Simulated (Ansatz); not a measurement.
Crystal: FePt (Tetraferroplatinum).

```
Pt Fe
1.0
     2.72350    0.00000    0.00000
     0.00000    2.72350    0.00000
     0.00000    0.00000    3.72000
Pt Fe
1 1
Direct
  0.50000 0.50000 0.50000
  0.00000 0.00000 0.00000
```

| Item | Value |
| --- | --- |
| Program | Ansatz 0.2.0 |
| Task | single point |
| Functional | PBE |
| Potentials or basis | Ansatz PAW |
| Cutoff | 420 eV (not typed: the program's choice for these potentials) |
| k mesh | 10 × 10 × 7 |
| Occupations | fermi-dirac, width 0.05 eV |
| Spin | collinear spin, ferromagnetic start |
| Starting moments | [0.0, 3.0] μB |

On this cell: pressure 3.4 GPa; largest force under 0.003 eV/Å; net moment 3.28 μB per cell; site moments Pt +0.39; Fe +2.95 μB; band gap on the k mesh none (metal or under the smearing width).

The same run follows on a disturbed copy (atoms moved at random, drawn with an rms of 0.05 Å):

```
Pt Fe
1.0
     2.72350    0.00000    0.00000
     0.00000    2.72350    0.00000
     0.00000    0.00000    3.72000
Pt Fe
1 1
Cartesian
  1.3525 1.3543 1.8681
  -0.0239 0.0517 0.0431
```

Task: What changes?

Result: The energy (extrapolated to zero smearing) moves by +6.7 meV/atom; pressure 3.7 GPa; largest force 0.413 eV/Å; net moment 3.28 μB per cell; site moments Pt +0.40; Fe +2.94 μB; band gap on the k mesh none (metal or under the smearing width).

Forces on the atoms (eV/Å):
```
Pt  -0.063  0.256  0.318
Fe   0.063 -0.256 -0.318
```

Stress tensor (GPa, compression positive):
```
 3.53 -0.05 -0.09
-0.05  3.49  0.36
-0.09  0.36  4.15
```
